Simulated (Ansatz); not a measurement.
## Be: changing the pressure

The cell as given:

```
CELL_PARAMETERS angstrom
2.23274 0.00000 0.00000
0.00000 2.23274 0.00000
0.00000 0.00000 2.06565
ATOMIC_POSITIONS crystal
Be 0.50000 0.50000 0.00000
```

This isn't the form of Be at room conditions, which is hcp.

Kept alike: task relaxation of cell and atoms; functional PBE; k mesh 12 × 12 × 13; occupations fermi-dirac, width 0.05 eV; no spin polarisation. Program: Ansatz, Ansatz PAW, cutoff 420 eV. The mesh is that of the run's cell of 1 atom. No spin-orbit coupling.

| run | volume (Å³/atom) | first edge of the run's cell (Å) | third edge of the run's cell (Å) |
| --- | --- | --- | --- |
| A | 10.096 | 2.235 | 2.022 |
| B | 10.371 | 2.258 | 2.035 |
| C | 9.725 | 2.203 | 2.004 |

The relaxations keep at least the cell's symmetry (P4/mmm). For a metal such a mesh leaves the last digits unconverged. The runs follow the start's structure, whether or not it is the stable one at these pressures.

Question: The runs differ in the pressure alone: 0; 2; 5 GPa. Which run is which?

Answer: Run A is 2 GPa; run B is 0 GPa; run C is 5 GPa. The volume falls from 10.371 to 9.725 Å³/atom between 0 and 5 GPa. The first edge of the run's cell falls from 2.258 to 2.203 Å between 0 and 5 GPa. The third edge of the run's cell falls from 2.035 to 2.004 Å between 0 and 5 GPa.
